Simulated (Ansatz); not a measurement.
Born–Oppenheimer molecular dynamics of a periodic cell of 17 atoms, Si16H (host Si, host structure Fd-3m, interstitial H), cell charge +1. It starts from a relaxed structure.

Theory: DFT PBE, scalar-relativistic, plane waves, PAW in Ansatz 0.2.0. Settings: accuracy low, cutoff 420 eV, k mesh 2x2x2, fermi-dirac smearing 0.02 eV, no spin polarisation.

```
ensemble        : NVT, Nosé–Hoover chain
time step       : 1.5 fs
steps asked     : 120
set temperature : 900 K
thermostat      : time constant 200 fs, chain length 3
seed            : 163139
```

Frames 15 fs apart, positions in Å.

Velocities at 0.0 fs (Å/ps):

```
Si 3.46 7.77 -6.02
Si -3.21 -2.78 3.04
Si -6.65 2.25 -3.89
Si 0.72 -3.40 -4.56
Si 2.52 -4.79 5.04
Si 3.29 3.21 -3.08
Si -8.75 -6.07 -6.40
Si -0.91 -0.38 4.45
Si 2.04 -0.57 3.82
Si 4.37 -5.00 4.33
Si 13.47 12.33 3.25
Si -2.62 2.82 -7.56
Si 2.91 4.76 0.61
Si -8.56 -0.79 3.52
Si -0.97 -9.61 0.82
Si -1.91 -0.62 3.50
H 22.06 24.46 -23.97
```

```xyz
17
Lattice="0.0000 5.4480 5.4480 5.4480 0.0000 5.4480 5.4480 5.4480 0.0000" Properties=species:S:1:pos:R:3 time_fs=0.0 energy_less_start_eV=0.000 T=900
Si -0.167 0.014 0.116
Si 1.297 1.363 1.369
Si 2.612 2.735 -0.008
Si 3.958 4.014 1.427
Si 2.675 0.043 2.730
Si 4.061 1.372 4.072
Si 5.432 2.743 2.744
Si 6.767 4.133 4.077
Si -0.067 2.759 2.676
Si 1.112 3.992 4.258
Si 2.822 5.702 2.554
Si 4.068 6.892 4.120
Si 2.787 2.844 5.390
Si 4.071 4.201 6.810
Si 5.444 5.514 5.431
Si 6.787 6.968 6.700
H 6.992 5.309 8.894
17
Lattice="0.0000 5.4480 5.4480 5.4480 0.0000 5.4480 5.4480 5.4480 0.0000" Properties=species:S:1:pos:R:3 time_fs=15.0 energy_less_start_eV=1.179 T=334
Si -0.117 0.106 0.031
Si 1.262 1.326 1.415
Si 2.524 2.754 -0.053
Si 3.965 3.987 1.353
Si 2.698 -0.015 2.806
Si 4.095 1.415 4.035
Si 5.324 2.673 2.655
Si 6.739 4.118 4.119
Si -0.036 2.760 2.724
Si 1.174 3.946 4.311
Si 2.998 5.853 2.564
Si 4.052 6.943 4.054
Si 2.823 2.894 5.400
Si 3.968 4.184 6.864
Si 5.419 5.394 5.448
Si 6.767 6.954 6.736
H 7.081 5.173 8.914
17
Lattice="0.0000 5.4480 5.4480 5.4480 0.0000 5.4480 5.4480 5.4480 0.0000" Properties=species:S:1:pos:R:3 time_fs=30.0 energy_less_start_eV=0.552 T=638
Si -0.081 0.103 -0.012
Si 1.278 1.309 1.458
Si 2.487 2.714 -0.034
Si 3.956 4.059 1.258
Si 2.664 -0.012 2.880
Si 4.070 1.433 4.038
Si 5.311 2.692 2.587
Si 6.653 4.071 4.068
Si -0.009 2.792 2.739
Si 1.199 3.980 4.324
Si 3.053 5.860 2.444
Si 4.112 7.008 4.167
Si 2.830 2.851 5.422
Si 3.969 4.154 6.922
Si 5.361 5.383 5.490
Si 6.783 6.907 6.718
H 7.605 4.910 8.829
17
Lattice="0.0000 5.4480 5.4480 5.4480 0.0000 5.4480 5.4480 5.4480 0.0000" Properties=species:S:1:pos:R:3 time_fs=45.0 energy_less_start_eV=1.085 T=389
Si -0.058 0.058 -0.017
Si 1.319 1.311 1.492
Si 2.484 2.663 0.023
Si 3.961 4.162 1.139
Si 2.589 0.016 2.924
Si 4.031 1.435 4.058
Si 5.352 2.770 2.531
Si 6.533 4.007 3.993
Si 0.020 2.834 2.747
Si 1.223 4.052 4.287
Si 3.056 5.816 2.332
Si 4.182 7.024 4.318
Si 2.789 2.745 5.472
Si 4.032 4.128 6.981
Si 5.306 5.446 5.528
Si 6.805 6.840 6.661
H 7.955 4.769 8.821
17
Lattice="0.0000 5.4480 5.4480 5.4480 0.0000 5.4480 5.4480 5.4480 0.0000" Properties=species:S:1:pos:R:3 time_fs=60.0 energy_less_start_eV=1.211 T=331
Si -0.030 0.091 -0.020
Si 1.327 1.323 1.512
Si 2.480 2.675 0.041
Si 3.986 4.166 1.034
Si 2.531 -0.002 2.937
Si 4.043 1.439 4.048
Si 5.342 2.804 2.449
Si 6.469 3.989 4.020
Si 0.054 2.833 2.789
Si 1.314 4.093 4.215
Si 3.055 5.817 2.367
Si 4.200 7.018 4.339
Si 2.730 2.690 5.537
Si 4.047 4.130 7.015
Si 5.295 5.459 5.541
Si 6.781 6.779 6.641
H 7.964 4.854 8.925
17
Lattice="0.0000 5.4480 5.4480 5.4480 0.0000 5.4480 5.4480 5.4480 0.0000" Properties=species:S:1:pos:R:3 time_fs=75.0 energy_less_start_eV=0.885 T=499
Si 0.030 0.196 -0.065
Si 1.298 1.338 1.510
Si 2.466 2.735 -0.002
Si 4.005 4.115 0.998
Si 2.531 -0.060 2.944
Si 4.076 1.455 4.003
Si 5.274 2.764 2.380
Si 6.481 4.012 4.121
Si 0.074 2.802 2.842
Si 1.421 4.095 4.189
Si 3.082 5.856 2.481
Si 4.148 7.014 4.224
Si 2.722 2.724 5.569
Si 3.985 4.136 7.019
Si 5.299 5.378 5.531
Si 6.720 6.742 6.711
H 8.225 4.854 9.214
17
Lattice="0.0000 5.4480 5.4480 5.4480 0.0000 5.4480 5.4480 5.4480 0.0000" Properties=species:S:1:pos:R:3 time_fs=90.0 energy_less_start_eV=1.361 T=283
Si 0.096 0.258 -0.147
Si 1.289 1.356 1.497
Si 2.462 2.768 -0.057
Si 4.037 4.148 1.023
Si 2.570 -0.089 2.947
Si 4.065 1.482 3.955
Si 5.217 2.710 2.411
Si 6.513 4.013 4.147
Si 0.070 2.809 2.848
Si 1.498 4.116 4.223
Si 3.091 5.836 2.551
Si 4.082 6.997 4.127
Si 2.758 2.753 5.571
Si 3.917 4.114 7.019
Si 5.262 5.311 5.512
Si 6.683 6.730 6.827
H 8.280 4.624 9.225
17
Lattice="0.0000 5.4480 5.4480 5.4480 0.0000 5.4480 5.4480 5.4480 0.0000" Properties=species:S:1:pos:R:3 time_fs=105.0 energy_less_start_eV=0.869 T=534
Si 0.137 0.253 -0.224
Si 1.331 1.383 1.478
Si 2.512 2.753 -0.056
Si 4.085 4.260 1.057
Si 2.590 -0.051 2.933
Si 3.988 1.482 3.962
Si 5.215 2.723 2.519
Si 6.517 3.991 4.051
Si 0.059 2.871 2.811
Si 1.492 4.143 4.273
Si 3.031 5.719 2.502
Si 4.070 6.985 4.159
Si 2.782 2.694 5.574
Si 3.920 4.068 7.021
Si 5.197 5.341 5.512
Si 6.687 6.712 6.896
H 8.285 4.251 8.777
17
Lattice="0.0000 5.4480 5.4480 5.4480 0.0000 5.4480 5.4480 5.4480 0.0000" Properties=species:S:1:pos:R:3 time_fs=120.0 energy_less_start_eV=1.168 T=412
Si 0.132 0.263 -0.234
Si 1.386 1.427 1.450
Si 2.598 2.766 -0.011
Si 4.161 4.322 1.046
Si 2.561 -0.002 2.874
Si 3.910 1.443 4.025
Si 5.258 2.805 2.609
Si 6.509 3.997 3.969
Si 0.058 2.918 2.792
Si 1.444 4.096 4.279
Si 2.945 5.603 2.463
Si 4.095 6.952 4.211
Si 2.744 2.585 5.612
Si 3.975 4.047 7.008
Si 5.178 5.414 5.513
Si 6.669 6.692 6.877
H 7.978 4.255 8.425
17
Lattice="0.0000 5.4480 5.4480 5.4480 0.0000 5.4480 5.4480 5.4480 0.0000" Properties=species:S:1:pos:R:3 time_fs=135.0 energy_less_start_eV=0.767 T=628
Si 0.116 0.309 -0.184
Si 1.405 1.498 1.412
Si 2.685 2.853 0.012
Si 4.250 4.276 1.014
Si 2.514 -0.003 2.769
Si 3.902 1.405 4.069
Si 5.265 2.840 2.615
Si 6.568 4.084 4.040
Si 0.061 2.865 2.814
Si 1.381 3.979 4.279
Si 2.886 5.579 2.504
Si 4.101 6.908 4.172
Si 2.657 2.524 5.689
Si 4.003 4.079 6.955
Si 5.243 5.435 5.500
Si 6.594 6.701 6.824
H 7.757 4.056 8.342
17
Lattice="0.0000 5.4480 5.4480 5.4480 0.0000 5.4480 5.4480 5.4480 0.0000" Properties=species:S:1:pos:R:3 time_fs=150.0 energy_less_start_eV=0.977 T=558
Si 0.139 0.338 -0.130
Si 1.399 1.590 1.364
Si 2.756 2.955 -0.028
Si 4.308 4.210 1.047
Si 2.512 -0.018 2.667
Si 3.921 1.393 4.051
Si 5.252 2.812 2.620
Si 6.676 4.181 4.178
Si 0.006 2.731 2.820
Si 1.317 3.889 4.325
Si 2.854 5.596 2.555
Si 4.053 6.869 4.074
Si 2.608 2.550 5.735
Si 3.992 4.113 6.889
Si 5.324 5.393 5.458
Si 6.510 6.733 6.848
H 7.887 4.067 8.727
17
Lattice="0.0000 5.4480 5.4480 5.4480 0.0000 5.4480 5.4480 5.4480 0.0000" Properties=species:S:1:pos:R:3 time_fs=165.0 energy_less_start_eV=1.046 T=552
Si 0.175 0.307 -0.115
Si 1.421 1.668 1.310
Si 2.811 2.980 -0.101
Si 4.328 4.220 1.156
Si 2.555 0.015 2.609
Si 3.921 1.399 4.003
Si 5.271 2.784 2.733
Si 6.794 4.201 4.189
Si -0.091 2.643 2.774
Si 1.223 3.862 4.399
Si 2.819 5.589 2.539
Si 3.973 6.819 4.029
Si 2.630 2.605 5.720
Si 3.985 4.096 6.844
Si 5.318 5.384 5.418
Si 6.482 6.748 6.950
H 8.225 4.449 9.077
```

Of the whole run (180 fs, mean temperature of the second half 531 K): The conserved energy stayed within 0.59 meV per atom of its start (net change 0.072 meV per atom), so the integration is sound. The mean temperature of the second half is 41 % below the set value. A step of 1.5 fs is long for free X–H stretches (periods near 10 fs) and can bias their spread and the temperature. A run of 0.18 ps of so small a system gives no equilibrium averages. Limits of this set-up: coarse k mesh, low accuracy level, charged cell in a uniform background, uncorrected.

The run took 7.7 min on 1 thread of Arm Neoverse V2, with other jobs on the host, peak memory 0.64 GiB.
